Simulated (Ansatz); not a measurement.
# P in Ansatz: notebook

The runs below take P through band structure, with PBEsol, LDA.

All numbers are computed with Ansatz 0.2.0; they aren't measurements. Logs are shortened: lines on timing, memory, paths and dates and some standing lists are left out, and cuts for length are marked.

## (1) Starting point

The cell holds a slab with vacuum, 4 atoms: a = 3.284 Å, b = 34.857 Å, c = 4.632 Å, α = 90.00°, β = 90.00°, γ = 90.00°.

## (2) Band structure, PBEsol

input.yaml

```yaml
crystal:
  lattice:
    - [3.28372772, 0.0, 0.0]
    - [0.0, 34.85703099, 0.0]
    - [0.0, 0.0, 4.63208471]
  atoms:
    - { symbol: P, position: [0.5, 0.97026143, 0.90784928] }
    - { symbol: P, position: [0.5, 0.02973857, 0.09215072] }
    - { symbol: P, position: [0.0, 0.02973857, 0.40784928] }
    - { symbol: P, position: [0.0, 0.97026143, 0.59215072] }
hamiltonian:
  xc: pbesol
  pseudopotentials: { kind: paw }
kpoints:
  mp_grid: { grid: [8, 1, 6] }
  band_path:
    path:
      - [[0.0, 0.0, 0.0], [-0.5, 0.0, 0.0], [-0.5, 0.0, -0.5], [0.0, 0.0, -0.5], [0.0, 0.0, 0.0], [0.0, -0.5, 0.0], [-0.5, -0.5, 0.0], [-0.5, -0.5, -0.5], [0.0, -0.5, -0.5], [0.0, -0.5, 0.0]]
      - [[0.0, 0.0, -0.5], [0.0, -0.5, -0.5]]
      - [[-0.5, -0.5, 0.0], [-0.5, 0.0, 0.0]]
      - [[-0.5, 0.0, -0.5], [-0.5, -0.5, -0.5]]
    npoints: 14
scf:
  occupations: { method: fermi_dirac, width: 0.05 }
  n_extra_bands: 10
output:
  forces: true
  stress: true
  eigenvalues: true
  fatbands: true
```

Potentials or basis: Ansatz PAW.

The run is started by

```sh
> ansatz run input.yaml --threads 2 --pin off --max-ram 5632MiB --backend cpu --events-out ev --progress --plain --runs-dir out
```

The log of the run:

```text
Warning: RAYON_NUM_THREADS=2 ignored (pool sized by the plan → 2); use --threads N
scf.n_extra_bands = 10 over 10 filled bands (N_el = 20.0): the run solves 20 bands
Engine: ansatz 0.2.0, aarch64-unknown-linux-gnu
Pseudopotentials: kind: paw
Pseudopotential: P, paw, valence charge 5, recommended cutoff 420 eV (normal), P.paw.azcp
Functional definition: PBEsol
  exchange = pbesol_x
  correlation = pbesol_c
Crystal: 4 atoms, lattice volume = 530.193 Å³
Basis set: ecut = 420 eV, 10485 PW (Γ), exchange–correlation on 48×480×64 points (8 copies of the dense FFT grid, shifted against one another)
Bands: 20, of which v1, the nominal top of the filled ones, is band 10 counted from 1 (9 counted from 0)
Symmetry: 8 space group operations
Space group: Pmna (ITA 53), of the structure as read, at distance tolerance 8.1e-5 Å
k-points: 20 of 48
Non-local potential: P, projectors of the file, l = 0: 2, l = 1: 2, l = 2: 2
PAW form: soft (Blöchl's): semilocal exchange-correlation on the pseudo side does not see the compensation charge
PAW frozen core: P, regenerated for the run's functional, and the local potential with it (the file was generated under x = pbe(κ = 0.804, μ = 0.2195149727645171), c = pbe(β = 0.06672455060314922))
PAW one-centre angular grid: P, 110 points (default); XC on 64 Gauss nodes
Initial density: superposition of atomic densities (neutral atoms: chi_scale 0, normalization atom), corrected by the library's trained network
Initial wavefunctions: pseudopotential atomic-orbital guess
Functional: x = pbesol(κ = 0.804, μ = 0.12345679012345678), c = pbesol(β = 0.046)
SCF iter   1: F=—  HF=-2959.900845 eV  |F-HF|=—  |Δ(HF+E_count)|=         —  Δρ=1.29e-3  dr2=1.25e-2  ethr=1.77e-3  ⟨swp⟩=12.6  Hψ=3778  notcnv=0  defer=13
preconditioner: auto → Resta (q_TF=auto, 1.580 Å⁻¹)  ε∞=1.5  [insulator: Δε(μ)=0.869 eV  Ē_g=10.690 eV  σ=0.050 eV  W_gap=1.00  n_scr=34 (ndim 8)  ℏωp=7.2 eV  f_vac=0.805  D(μ)=0.00/eV (n_scr^D=0)  ε∞_Penn≈1.5  vacuum switching on, ρ_ref=8.3e-3 e/Å³]
SCF iter   2: F=—  HF=-2959.898875 eV  |F-HF|=—  |Δ(HF+E_count)|=   1.97e-3  Δρ=5.72e-4  dr2=1.69e-3  ethr=6.23e-5  ⟨swp⟩=2.9  Hψ=843  notcnv=0  defer=61
SCF iter   3: F=—  HF=-2959.898881 eV  |F-HF|=—  |Δ(HF+E_count)|=   5.76e-6  Δρ=1.67e-4  dr2=2.37e-4  ethr=8.45e-6  ⟨swp⟩=2.8  Hψ=532  notcnv=0  defer=61
SCF iter   4: F=—  HF=-2959.898882 eV  |F-HF|=—  |Δ(HF+E_count)|=   1.14e-6  Δρ=5.33e-5  dr2=1.59e-5  ethr=1.18e-6  ⟨swp⟩=2.3  Hψ=520  notcnv=0  defer=61
SCF iter   5: F=—  HF=-2959.898916 eV  |F-HF|=—  |Δ(HF+E_count)|=   3.43e-5  Δρ=1.80e-5  dr2=1.12e-6  ethr=7.97e-8  ⟨swp⟩=2.5  Hψ=556  notcnv=0  defer=67
SCF iter   6: F=-2959.898918 eV  HF=-2959.898918 eV  |F-HF|=3.45e-8  |Δ(HF+E_count)|=   2.01e-6  Δρ=2.31e-6  dr2=2.53e-8  ethr=5.00e-10  ⟨swp⟩=14.9  Hψ=3211  notcnv=0
SCF 1 converged in 6 iterations: F = -2959.898918 eV  dr2 = 2.53e-8
NSCF: frozen V_eff on 172 k-points
SCF converged after 6 iterations
Free energy (F): -2959.898918 eV
Harris-Foulkes:  -2959.898918 eV  (|F-HF|=3.45e-8)
Internal energy: -2959.898909 eV  (E = F + TS)
E sigma→0 (E₀):  -2959.898913 eV
Entropy (-TS):   -0.000010 eV (-0.002 meV/atom)
Fermi energy:    -2.853192 eV
--- Per-component energies (eV) ---
  E_band       = -191.290917
  E_kinetic    = 280.089777
  E_local      = -11040.791271  (includes V_loc(G=0)·N_el)
  E_nonlocal   = 136.494724
  E_hartree    = 5352.279472
  E_xc         = -242.757454
  E_vxc        = -241.023094  (∫ρ·V_xc dr)
  E_paw        = -2216.517683  (= ΣΔE_a)
  E_vpaw       = -30.617514  (= ΣTr[D̂ρ^β])
  E_aug_tail   = 0.000012  (compensation charges beyond the density's cutoff)
  E_ewald      = 4771.119130
  E_core_change = 0.184384  (= ΣΔE_core)
  E_smearing   = -0.000010  (= −TS)
  E_closure    = 0.000000  (closes the sum)
  Σ components = -2959.898918   (vs F -2959.898918, Δ=0.00e0)
--- Forces (eV/Å), atoms counted from 1 ---
  atom   1  P      0.00000000    -0.06011116     0.26337889
  atom   2  P      0.00000000     0.06011116    -0.26337889
  atom   3  P      0.00000000     0.06011116     0.26337889
  atom   4  P      0.00000000    -0.06011116    -0.26337889
  max |Σ_I F_I| component: 0.00e0 eV/Å
--- Stress (GPa, compression-positive) ---
       -0.131329       0.000000       0.000000
        0.000000       0.075284       0.000000
        0.000000       0.000000      -0.018770
  P = ⅓ Tr σ = -0.0249 GPa (-0.249 kbar)
--- Band table (eV; the first three rows and the last of 20) ---
  k-point 0: bands = ["-18.4946", "-15.9976", "-12.6100", "-9.1381", "-7.9550", "-7.9481", "-6.8063", "-5.2098", "-4.9786", "-3.3108", "-2.4297", "-1.8820", "-0.7784", "-0.0486", "1.0908", "1.3628", "1.7998", "1.9350", "2.2944", "2.4822"]
  k-point 1: bands = ["-18.3619", "-16.1974", "-12.6103", "-9.7943", "-7.6168", "-7.4094", "-6.7054", "-5.3118", "-4.4749", "-4.1472", "-1.7947", "-1.6473", "-1.0421", "-0.0949", "1.4371", "1.5483", "1.9368", "1.9972", "2.1463", "2.1526"]
  k-point 2: bands = ["-17.9783", "-16.7328", "-12.3888", "-10.8599", "-7.0376", "-6.4220", "-6.1400", "-5.6058", "-5.2685", "-3.9219", "-1.5055", "-1.4427", "-0.6162", "-0.0316", "1.0819", "1.1544", "2.0570", "2.2594", "2.5713", "2.7729"]
  k-point 19: bands = ["-15.2748", "-15.2748", "-13.3328", "-13.3328", "-8.4108", "-8.4108", "-7.9075", "-7.9075", "-4.3919", "-4.3919", "-1.0424", "-1.0424", "0.4038", "0.4038", "1.8146", "1.8146", "3.1467", "3.1467", "4.4190", "4.4190"]
```

Wall time 58 s (2 threads of Arm Neoverse V1, shared host); peak memory 1.2 GiB.

What came out:

- Free energy: -2959.8989 eV
- Largest force: 0.270 eV/Å
- Band gap on the k mesh: 0.88 eV, direct
- Band gap along the path: 0.87 eV, indirect (least direct gap 0.88 eV)

Forces in eV/Å, atoms in the order of the input:
```
P    0.000 -0.060  0.263
P    0.000  0.060 -0.263
P    0.000  0.060  0.263
P    0.000 -0.060 -0.263
```

Stress tensor (GPa, compression positive):
```
-0.13  0.00  0.00
 0.00  0.08  0.00
 0.00  0.00 -0.02
```

Levels at the corners of the path, in eV from the valence-band top:
| point | band 8 | band 9 | band 10 | band 11 | band 12 | band 13 |
| --- | --- | --- | --- | --- | --- | --- |
| Γ | -1.91 | -1.68 | -0.01 | 0.87 | 1.42 | 2.52 |
| X | -2.77 | -2.02 | -2.02 | 1.11 | 1.11 | 2.16 |
| S | -4.61 | -1.09 | -1.09 | 2.26 | 2.26 | 3.70 |
| Y | -2.72 | -1.42 | -1.42 | 1.97 | 1.97 | 3.68 |
| Γ | -1.91 | -1.68 | -0.01 | 0.87 | 1.42 | 2.52 |
| Z | -1.91 | -1.68 | -0.01 | 0.87 | 1.42 | 2.52 |
| U | -2.77 | -2.02 | -2.02 | 1.11 | 1.11 | 2.16 |
| R | -4.61 | -1.09 | -1.09 | 2.26 | 2.26 | 3.70 |
| T | -2.72 | -1.42 | -1.42 | 1.97 | 1.97 | 3.68 |
| Z | -1.91 | -1.68 | -0.01 | 0.87 | 1.42 | 2.52 |
| Y | -2.72 | -1.42 | -1.42 | 1.97 | 1.97 | 3.68 |
| T | -2.72 | -1.42 | -1.42 | 1.97 | 1.97 | 3.68 |
| U | -2.77 | -2.02 | -2.02 | 1.11 | 1.11 | 2.16 |
| X | -2.77 | -2.02 | -2.02 | 1.11 | 1.11 | 2.16 |
| S | -4.61 | -1.09 | -1.09 | 2.26 | 2.26 | 3.70 |
| R | -4.61 | -1.09 | -1.09 | 2.26 | 2.26 | 3.70 |

Caveat: the PAW data sets come from PBE, with cores solved anew for the run's functional, which leaves a small shift of forces and pressure.

## (3) Band structure, LDA

Edit input.yaml of step 2 so:

```diff
@@ -11,3 +11,3 @@
 hamiltonian:
-  xc: pbesol
+  xc: lda
   pseudopotentials: { kind: paw }
```

Potentials or basis: Ansatz PAW.

The run is started by

```sh
> ansatz run input.yaml --threads 2 --pin off --max-ram 5632MiB --backend cpu --events-out ev --progress --plain --runs-dir out
```

The log of the run:

```text
Warning: RAYON_NUM_THREADS=2 ignored (pool sized by the plan → 2); use --threads N
scf.n_extra_bands = 10 over 10 filled bands (N_el = 20.0): the run solves 20 bands
Engine: ansatz 0.2.0, aarch64-unknown-linux-gnu
Pseudopotentials: kind: paw
Pseudopotential: P, paw, valence charge 5, recommended cutoff 420 eV (normal), P.paw.azcp
Functional definition: SPW92
  exchange = slater_x
  correlation = pw_c
Crystal: 4 atoms, lattice volume = 530.193 Å³
Basis set: ecut = 420 eV, 10485 PW (Γ)
Bands: 20, of which v1, the nominal top of the filled ones, is band 10 counted from 1 (9 counted from 0)
Symmetry: 8 space group operations
Space group: Pmna (ITA 53), of the structure as read, at distance tolerance 8.1e-5 Å
k-points: 20 of 48
Non-local potential: P, projectors of the file, l = 0: 2, l = 1: 2, l = 2: 2
PAW form: soft (Blöchl's): semilocal exchange-correlation on the pseudo side does not see the compensation charge
PAW frozen core: P, regenerated for the run's functional, and the local potential with it (the file was generated under x = pbe(κ = 0.804, μ = 0.2195149727645171), c = pbe(β = 0.06672455060314922))
PAW one-centre angular grid: P, 110 points (default); XC on 64 Gauss nodes
Initial density: superposition of atomic densities (neutral atoms: chi_scale 0, normalization atom), corrected by the library's trained network
Initial wavefunctions: pseudopotential atomic-orbital guess
Functional: x = slater, c = lda
SCF iter   1: F=—  HF=-2903.423012 eV  |F-HF|=—  |Δ(HF+E_count)|=         —  Δρ=1.71e-3  dr2=1.12e-2  ethr=1.77e-3  ⟨swp⟩=12.4  Hψ=3782  notcnv=0  defer=15
preconditioner: auto → Resta (q_TF=auto, 1.580 Å⁻¹)  ε∞=1.5  [insulator: Δε(μ)=0.836 eV  Ē_g=10.685 eV  σ=0.050 eV  W_gap=1.00  n_scr=34 (ndim 8)  ℏωp=7.2 eV  f_vac=0.805  D(μ)=0.00/eV (n_scr^D=0)  ε∞_Penn≈1.5  vacuum switching on, ρ_ref=8.3e-3 e/Å³]
SCF iter   2: F=—  HF=-2903.422649 eV  |F-HF|=—  |Δ(HF+E_count)|=   3.63e-4  Δρ=8.60e-4  dr2=2.53e-3  ethr=5.58e-5  ⟨swp⟩=2.5  Hψ=737  notcnv=0  defer=53
SCF iter   3: F=—  HF=-2903.422779 eV  |F-HF|=—  |Δ(HF+E_count)|=   1.30e-4  Δρ=1.35e-4  dr2=2.70e-4  ethr=1.27e-5  ⟨swp⟩=2.4  Hψ=522  notcnv=0  defer=53
SCF iter   4: F=—  HF=-2903.422715 eV  |F-HF|=—  |Δ(HF+E_count)|=   6.46e-5  Δρ=3.45e-5  dr2=1.19e-5  ethr=1.35e-6  ⟨swp⟩=2.3  Hψ=515  notcnv=0  defer=53
SCF iter   5: F=—  HF=-2903.422740 eV  |F-HF|=—  |Δ(HF+E_count)|=   2.59e-5  Δρ=1.61e-5  dr2=1.57e-6  ethr=5.96e-8  ⟨swp⟩=2.9  Hψ=612  notcnv=0  defer=58
SCF iter   6: F=-2903.422741 eV  HF=-2903.422741 eV  |F-HF|=1.61e-9  |Δ(HF+E_count)|=   2.24e-7  Δρ=3.02e-6  dr2=6.47e-8  ethr=5.00e-10  ⟨swp⟩=19.9  Hψ=3426  notcnv=0
SCF 1 converged in 6 iterations: F = -2903.422741 eV  dr2 = 6.47e-8
NSCF: frozen V_eff on 172 k-points
SCF converged after 6 iterations
Free energy (F): -2903.422741 eV
Harris-Foulkes:  -2903.422741 eV  (|F-HF|=1.61e-9)
Internal energy: -2903.422727 eV  (E = F + TS)
E sigma→0 (E₀):  -2903.422734 eV
Entropy (-TS):   -0.000014 eV (-0.003 meV/atom)
Fermi energy:    -3.019070 eV
--- Per-component energies (eV) ---
  E_band       = -194.117348
  E_kinetic    = 281.261481
  E_local      = -11046.269796  (includes V_loc(G=0)·N_el)
  E_nonlocal   = 141.145811
  E_hartree    = 5352.301337
  E_xc         = -243.254856
  E_vxc        = -241.633291  (∫ρ·V_xc dr)
  E_paw        = -2160.195254  (= ΣΔE_a)
  E_vpaw       = -33.224501  (= ΣTr[D̂ρ^β])
  E_aug_tail   = 0.000013  (compensation charges beyond the density's cutoff)
  E_ewald      = 4771.119130
  E_core_change = 0.469406  (= ΣΔE_core)
  E_smearing   = -0.000014  (= −TS)
  E_closure    = 0.000000  (closes the sum)
  Σ components = -2903.422741   (vs F -2903.422741, Δ=0.00e0)
--- Forces (eV/Å), atoms counted from 1 ---
  atom   1  P      0.00000000     0.03556086     0.16738403
  atom   2  P      0.00000000    -0.03556086    -0.16738403
  atom   3  P      0.00000000    -0.03556086     0.16738403
  atom   4  P      0.00000000     0.03556086    -0.16738403
  max |Σ_I F_I| component: 5.55e-17 eV/Å
--- Stress (GPa, compression-positive) ---
       -0.407834       0.000000       0.000000
        0.000000      -0.045066       0.000000
        0.000000       0.000000      -0.269020
  P = ⅓ Tr σ = -0.2406 GPa (-2.406 kbar)
--- Band table (eV; the first three rows and the last of 20) ---
  k-point 0: bands = ["-18.6175", "-16.1283", "-12.7542", "-9.2715", "-8.1108", "-8.0903", "-6.9540", "-5.3672", "-5.1499", "-3.4570", "-2.6158", "-2.0361", "-0.9591", "-0.2239", "0.9281", "1.2624", "1.7712", "1.8989", "2.2471", "2.4474"]
  k-point 1: bands = ["-18.4851", "-16.3272", "-12.7537", "-9.9334", "-7.7684", "-7.5545", "-6.8536", "-5.4684", "-4.6411", "-4.2990", "-1.9511", "-1.8338", "-1.2291", "-0.2694", "1.2949", "1.4442", "1.7377", "1.9648", "1.9666", "2.1061"]
  k-point 2: bands = ["-18.1026", "-16.8607", "-12.5313", "-11.0016", "-7.1882", "-6.5715", "-6.2907", "-5.7601", "-5.4196", "-4.0756", "-1.6686", "-1.6389", "-0.8157", "-0.2057", "0.8671", "0.9747", "1.9336", "2.1624", "2.5428", "2.7230"]
  k-point 19: bands = ["-15.4099", "-15.4099", "-13.4691", "-13.4691", "-8.5514", "-8.5514", "-8.0476", "-8.0476", "-4.5349", "-4.5349", "-1.2245", "-1.2245", "0.2327", "0.2327", "1.6124", "1.6124", "2.9659", "2.9659", "4.1950", "4.1950"]
```

bands.tsv:

```text
# k_distance	band_0	band_1	band_2	band_3	band_4	band_5	band_6	band_7	band_8	band_9	band_10	band_11	band_12	band_13	band_14	band_15	band_16	band_17	band_18	band_19
# fermi_ev = -3.019070
# lock_threshold_ev = 1e-12
[... 193 lines left out ...]
6.887395	-12.390789	-12.390789	-10.450046	-10.450046	-5.532370	-5.532370	-5.028545	-5.028545	-1.515865	-1.515865	1.794577	1.794577	3.251738	3.251738	4.631513	4.631513	5.984929	5.984929	7.214053	7.214053
6.893833	-12.390788	-12.390788	-10.450046	-10.450046	-5.532370	-5.532370	-5.028544	-5.028544	-1.515864	-1.515864	1.794577	1.794577	3.251738	3.251738	4.631513	4.631513	5.984929	5.984929	7.214053	7.214053
6.900271	-12.390789	-12.390789	-10.450047	-10.450047	-5.532370	-5.532370	-5.028545	-5.028545	-1.515864	-1.515864	1.794577	1.794577	3.251738	3.251738	4.631513	4.631513	5.984929	5.984929	7.214052	7.214052
```

It took 96 s on 2 threads of Arm Neoverse N1, shared host; peak memory 1.2 GiB.

What came out:

```yaml
Free_energy: -2903.4227 eV
Largest_force: 0.171 eV/Å
Band_gap_on_the_k_mesh: 0.84 eV, direct
Band_gap_along_the_path: 0.83 eV, indirect (least direct gap 0.84 eV)
```

Forces in eV/Å, atoms in the order of the input:
```
P    0.000  0.036  0.167
P    0.000 -0.036 -0.167
P    0.000 -0.036  0.167
P    0.000  0.036 -0.167
```

Levels at the corners of the path, in eV from the valence-band top:
```
point  band 7  band 8  band 9  band 10  band 11  band 12  band 13  band 14
    Γ   -3.51   -1.92   -1.70    -0.01     0.83     1.41     2.49     3.22
    X   -2.76   -2.76   -2.01    -2.01     1.07     1.07     2.12     2.12
    S   -4.60   -4.60   -1.09    -1.09     2.22     2.22     3.68     3.68
    Y   -2.72   -2.72   -1.43    -1.43     1.94     1.94     3.61     3.61
    Γ   -3.51   -1.92   -1.70    -0.01     0.83     1.41     2.49     3.22
    Z   -3.51   -1.92   -1.70    -0.01     0.83     1.41     2.49     3.22
    U   -2.76   -2.76   -2.01    -2.01     1.07     1.07     2.12     2.12
    R   -4.60   -4.60   -1.09    -1.09     2.22     2.22     3.68     3.68
    T   -2.72   -2.72   -1.43    -1.43     1.94     1.94     3.61     3.61
    Z   -3.51   -1.92   -1.70    -0.01     0.83     1.41     2.49     3.22
    Y   -2.72   -2.72   -1.43    -1.43     1.94     1.94     3.61     3.61
    T   -2.72   -2.72   -1.43    -1.43     1.94     1.94     3.61     3.61
    U   -2.76   -2.76   -2.01    -2.01     1.07     1.07     2.12     2.12
    X   -2.76   -2.76   -2.01    -2.01     1.07     1.07     2.12     2.12
    S   -4.60   -4.60   -1.09    -1.09     2.22     2.22     3.68     3.68
    R   -4.60   -4.60   -1.09    -1.09     2.22     2.22     3.68     3.68
```

Caveat: the PAW data sets come from PBE, with cores solved anew for the run's functional, which leaves a small shift of forces and pressure.
